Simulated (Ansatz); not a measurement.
Runs of Ansatz 0.2.0 on NiO. Symmetry: Fm-3m, No. 225, cubic system. The conventional cell has a = 4.172 Å, b = 4.172 Å, c = 4.172 Å, α = 90.00°, β = 90.00°, γ = 90.00°. Around Ni (site symmetry m-3m) lie 6 O at 2.09 Å. Around O (site symmetry m-3m) lie 6 Ni at 2.09 Å. 

```tsv
task	level	cell	k mesh	smearing	points for each segment of the path	mesh quality	gap on the mesh (eV)	pressure (GPa)	moment (μB)	relaxed volume (Å³/atom)
relaxation of cell and atoms	LDA	relaxed	11 × 11 × 11	fermi-dirac 0.05 eV	-	not flagged	-	0.0	(a)	8.27
relaxation of cell and atoms	PBE	relaxed	11 × 11 × 11	fermi-dirac 0.05 eV	-	not flagged	-	0.0	1.81	9.37
band structure	PBEsol0	as given	6 × 6 × 6	fermi-dirac 0.05 eV	4	coarse	3.59	(b)	2.00	-
single point	PBE	as given	11 × 11 × 11	gaussian 0.011 eV	-	not flagged	none	6.3	1.79	-
band structure	PBEsol	as given	11 × 11 × 11	fermi-dirac 0.05 eV	14	not flagged	none	-7.4	1.40	-
```

Alike in all rows: potentials or basis Ansatz PAW; spin collinear, ferromagnetic start; cutoff (eV) 420.

**Question.** Estimate the missing entries.

**Answer.** (a) 0.31; (b) -4.0.

Caveats: some runs use coarse meshes; a cell with one magnetic atom can't hold antiferromagnetic order, which such compounds often take (some runs); the PAW data sets come from PBE, with cores solved anew for the run's functional, which leaves a small shift of forces and pressure (some runs); the plane-wave basis is chosen anew once the cell has moved, so the energies of steps on either side of that aren't comparable (some runs); semilocal functionals often make such compounds metallic where correlation or magnetic order opens a gap, which also shifts bond lengths (some runs); the magnetic or orbital state may not be the lowest (some runs); the thresholds are loose for stress (some runs).

A gap of «none» marks a metal or a gap under the smearing width.
